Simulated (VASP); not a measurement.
# HfN (F-43m) in VASP: single point with PBEsol

Aim: the single point of HfN with PBEsol.

Program: VASP 6.6.1. These are calculated values, not measurements. Logs are shortened: lines on timing, memory, paths and dates and some standing lists are left out, and cuts for length are marked.

### 1 The structure

It takes space group F-43m (No. 216, cubic). The conventional cell has a = 4.910 Å, b = 4.910 Å, c = 4.910 Å, α = 90.00°, β = 90.00°, γ = 90.00°. Hf (site symmetry -43m) is surrounded by 4 N at 2.13 Å. Around N (site symmetry -43m) lie 4 Hf at 2.13 Å.

The cell comes from a database or a generator and needn't be the stable form of this composition.

### 2 Single point, PBEsol

INCAR reads:

```
  PREC = Accurate
  ENCUT = 520
  EDIFF = 1E-6
  ISMEAR = 0
  SIGMA = 0.1
  LREAL = F
  LASPH = T
  NELM = 100
  ALGO = Fast
  ISIF = 2
  LWAVE = F
  LCHARG = F
  GGA = PS
  NBANDS = 14
```

KPOINTS reads:

```
regular mesh
0
Gamma
  6 6 6
```

POSCAR reads:

```
HfN
1.0
    0.0000000000      2.4548220000      2.4548220000
    2.4548220000      0.0000000000      2.4548220000
    2.4548220000      2.4548220000      0.0000000000
Hf N
1 1
Direct
    0.0000000000      0.0000000000      0.0000000000
    0.7500000000      0.7500000000      0.7500000000
```

Potentials or basis: VASP PAW PBE potentials, release 64 (Hf_pv, N).

Started as:

```sh
$ cat potpaw_PBE.64/Hf_pv/POTCAR potpaw_PBE.64/N/POTCAR > POTCAR
$ mpirun -np 1 vasp_std > vasp.out
```

OUTCAR:

```text
PREC = Accurate
   ENCUT = 520
   EDIFF = 1E-6
   ISMEAR = 0
   LREAL = F
   LASPH = T
   NELM = 100
   ISIF = 2
   GGA = PS

 ion  position               nearest neighbor table
   1  0.000  0.000  0.000-   2 2.13   2 2.13   2 2.13   2 2.13
   2  0.750  0.750  0.750-   1 2.13   1 2.13   1 2.13   1 2.13

  LATTYP: Found a face centered cubic cell.
 ALAT       =     4.9096440000

  Lattice vectors:

 A1 = (   0.0000000000,   2.4548220000,   2.4548220000)
 A2 = (   2.4548220000,   0.0000000000,   2.4548220000)
 A3 = (   2.4548220000,   2.4548220000,   0.0000000000)

Analysis of symmetry for initial positions (statically):
=====================================================================
 Subroutine PRICEL returns:
 Original cell was already a primitive cell.

 Routine SETGRP: Setting up the symmetry group for a
 face centered cubic supercell.

 Subroutine GETGRP returns: Found 24 space group operations
 (whereof 24 operations were pure point group operations)
 out of a pool of 48 trial point group operations.

The static configuration has the point symmetry T_d .

Analysis of symmetry for dynamics (positions and initial velocities):
=====================================================================
 Subroutine PRICEL returns:
 Original cell was already a primitive cell.

 Routine SETGRP: Setting up the symmetry group for a
 face centered cubic supercell.

 Subroutine GETGRP returns: Found 24 space group operations
 (whereof 24 operations were pure point group operations)
 out of a pool of 48 trial point group operations.

The dynamic configuration has the point symmetry T_d .

 Subroutine INISYM returns: Found 24 space group operations
 (whereof 24 operations are pure point group operations),
 and found     1 'primitive' translations

----------------------------------------------------------------------------------------

                                     Primitive cell

  volume of cell :      29.5863

  direct lattice vectors                    reciprocal lattice vectors
     0.000000000  2.454822000  2.454822000    -0.203680756  0.203680756  0.203680756
     2.454822000  0.000000000  2.454822000     0.203680756 -0.203680756  0.203680756
     2.454822000  2.454822000  0.000000000     0.203680756  0.203680756 -0.203680756

  length of vectors
     3.471642566  3.471642566  3.471642566     0.352785417  0.352785417  0.352785417

  position of ions in fractional coordinates (direct lattice)
     0.000000000  0.000000000  0.000000000
     0.750000000  0.750000000  0.750000000

  ion indices of the primitive-cell ions
   primitive index   ion index
                 1           1
                 2           2

[... 79 lines left out ...]
   IALGO  =     68    algorithm
   IMIX   =      4    mixing-type and parameters
     AMIX     =   0.40;   BMIX     =  1.00
     AMIX_MAG =   1.60;   BMIX_MAG =  1.00
  volume/ion in A,a.u.               =      14.79        99.83
  Fermi-wavevector in a.u.,A,eV,Ry     =   1.305395  2.466839 23.185087  1.704056
  Thomas-Fermi vector in A             =   2.436267
   LORBIT       =      0    0 simple, 1 ext, 2 COOP (PROOUT), +10 PAW based schemes
   GGA     = PS    functional components
   LHFCALC =     F    Hartree Fock is set to
   AEXX    =    0.0000 exact exchange contribution
   IVDW    =     0    specifies the selected vdW correction
   LEPSILON=     F    determine dielectric tensor
   LRPA    =     F    only Hartree local field effects (RPA)
 non-spin polarized calculation
 RMM-DIIS sequential band-by-band and
 Gauss-broadening in eV      SIGMA  =   0.10
  energy-cutoff  :      520.00
  volume of cell :       29.59
 maximum number of plane-waves:       821
 NGX is ok and might be reduce to    28
   NGX = 13   NGY = 13   NGZ = 13

 number of electron      15.0000001 magnetization

 Free energy of the ion-electron system (eV)
  ---------------------------------------------------
  ext. energy  EPLUGINS =         0.00000000
  ---------------------------------------------------
  free energy    TOTEN  =       -22.25895516 eV

  energy without entropy =      -22.25654279  energy(sigma->0) =      -22.25774897

 E-fermi :   5.7902     XC(G=0): -11.3957

 val. band max:        5.4875056786   @ k =   0.5000   0.3333   0.1667
 cond. band min:       5.8879717638   @ k =   0.3333   0.1667   0.0000
 fundamental gap:      0.4004660852
 Fermi energy:         5.7901572867

 k-point     1 :       0.0000    0.0000    0.0000
  band No.  band energies     occupation
      1     -25.4491      2.00000
      2     -25.4491      2.00000
      3     -25.4491      2.00000
      4     -10.5029      2.00000
      5       0.1464      2.00000
      6       0.1464      2.00000
      7       0.1464      2.00000
      8       4.8709      2.00000
      9       7.8074      0.00000
     10       7.8074      0.00000
     11      12.1880      0.00000
     12      12.1880      0.00000
     13      12.1880      0.00000
     14      18.9182      0.00000
[... 241 lines left out ...]
      1     -25.8597      2.00000
      2     -25.6710      2.00000
      3     -25.6117      2.00000
      4      -9.0146      2.00000
      5      -0.6170      2.00000
      6       1.1045      2.00000
      7       2.0300      2.00000
      8       4.3498      2.00000
      9       7.1262      0.00000
     10       9.1957      0.00000
     11      10.5437      0.00000
     12      11.8178      0.00000
     13      15.5825      0.00000
     14      16.4634      0.00000

------------------------ aborting loop because EDIFF is reached ----------------------------------------

  FORCE on cell =-STRESS in cart. coord.  units (eV):
  Direction    XX          YY          ZZ          XY          YZ          ZX
  --------------------------------------------------------------------------------------
  -------------------------------------------------------------------------------------
  Total       -1.1204395     -1.1204395     -1.1204395     -0.0000000      0.0000000     -0.0000000
  in kB      -60.6748890    -60.6748890    -60.6748890     -0.0000000      0.0000000     -0.0000000
  external PRESSURE =     -60.6748890 kB  Pullay stress =       0.0000000 kB

 VOLUME and BASIS-vectors are now :
 -----------------------------------------------------------------------------
  energy-cutoff  :      520.00
  volume of cell :       29.59
      direct lattice vectors                 reciprocal lattice vectors
     0.000000000  2.454822000  2.454822000    -0.203680756  0.203680756  0.203680756
     2.454822000  0.000000000  2.454822000     0.203680756 -0.203680756  0.203680756
     2.454822000  2.454822000  0.000000000     0.203680756  0.203680756 -0.203680756

 POSITION                                       TOTAL-FORCE (eV/Angst)
 -----------------------------------------------------------------------------------
      0.00000      0.00000      0.00000         0.000000      0.000000      0.000000
      3.68223      3.68223      3.68223        -0.000000     -0.000000     -0.000000
 -----------------------------------------------------------------------------------
    total drift:                                0.000000      0.000000      0.000000

  FREE ENERGIE OF THE ION-ELECTRON SYSTEM (eV)
  ---------------------------------------------------
  free  energy   TOTEN  =       -22.2589551578 eV

  energy  without entropy=      -22.2565427870  energy(sigma->0) =      -22.25774897
```

OSZICAR:

```text
N       E                     dE             d eps       ncg     rms          rms(c)
DAV:   1     0.381158591113E+02    0.38116E+02   -0.77686E+03   456   0.983E+02
DAV:   2    -0.231865966167E+02   -0.61302E+02   -0.58106E+02   604   0.224E+02
DAV:   3    -0.255660697258E+02   -0.23795E+01   -0.23724E+01   502   0.374E+01
DAV:   4    -0.255790467630E+02   -0.12977E-01   -0.12976E-01   556   0.327E+00
DAV:   5    -0.255791761319E+02   -0.12937E-03   -0.12937E-03   502   0.290E-01    0.543E+01
RMM:   6    -0.223940975758E+02    0.31851E+01   -0.66022E+00   448   0.135E+01    0.369E+01
RMM:   7    -0.222748010750E+02    0.11930E+00   -0.56502E-01   461   0.678E+00    0.227E+01
RMM:   8    -0.222682787892E+02    0.65223E-02   -0.15501E-01   484   0.279E+00    0.358E+00
RMM:   9    -0.222609057404E+02    0.73730E-02   -0.55047E-02   498   0.164E+00    0.307E+00
RMM:  10    -0.222590030769E+02    0.19027E-02   -0.46761E-03   516   0.683E-01    0.431E-01
RMM:  11    -0.222589489372E+02    0.54140E-04   -0.60658E-04   551   0.158E-01    0.224E-01
RMM:  12    -0.222589539298E+02   -0.49926E-05   -0.66126E-05   586   0.607E-02    0.232E-02
RMM:  13    -0.222589550170E+02   -0.10872E-05   -0.19031E-05   561   0.257E-02    0.154E-02
RMM:  14    -0.222589551578E+02   -0.14076E-06   -0.23462E-06   430   0.103E-02
   1 F= -.22258955E+02 E0= -.22257749E+02  d E =-.241237E-02
```

stdout:

```text
POSCAR found type information on POSCAR HfN
 POSCAR found :  2 types and       2 ions
 scaLAPACK will be used
 -----------------------------------------------------------------------------
|                                                                             |
|                                                                             |
|     You enforced a specific xc type in the INCAR file but a different       |
|     I HOPE YOU KNOW WHAT YOU ARE DOING!                                     |
|                                                                             |
 -----------------------------------------------------------------------------

 LDA part: xc-table for (Slater+PW92), standard interpolation
 POSCAR, INCAR and KPOINTS ok, starting setup
 FFT: planning ... GRIDC
 FFT: planning ... GRID_SOFT
 FFT: planning ... GRID
 WAVECAR not read
 entering main loop
```

It used 8.2 s of CPU time on 1 thread of Intel(R) Xeon(R) Platinum 8559C (Emerald Rapids) (shared host), which was overloaded at the time.

Results:

- Free energy: -22.2590 eV
- Pressure: -6.1 GPa
- Band gap on the k mesh: none (metal or under the smearing width)

Levels at points of the mesh, in eV from the Fermi level:
| k point | band 5 | band 6 | band 7 | band 8 | band 9 | band 10 |
| --- | --- | --- | --- | --- | --- | --- |
| (0.00, 0.00, 0.00) | -5.64 | -5.64 | -5.64 | -0.92 | 2.02 | 2.02 |
| (0.50, 0.00, 0.00) | -5.92 | -5.06 | -5.06 | 1.35 | 2.51 | 2.51 |
| (0.50, 0.50, 0.00) | -7.11 | -3.79 | -3.79 | -1.33 | 1.95 | 3.82 |

Caveat: the k mesh is coarse (spacing up to 0.37 Å⁻¹), so the values aren't converged; the PAW data sets were made with another functional, which shifts forces and pressure a little. The run has no spin-orbit coupling, so splittings on Hf are missing.
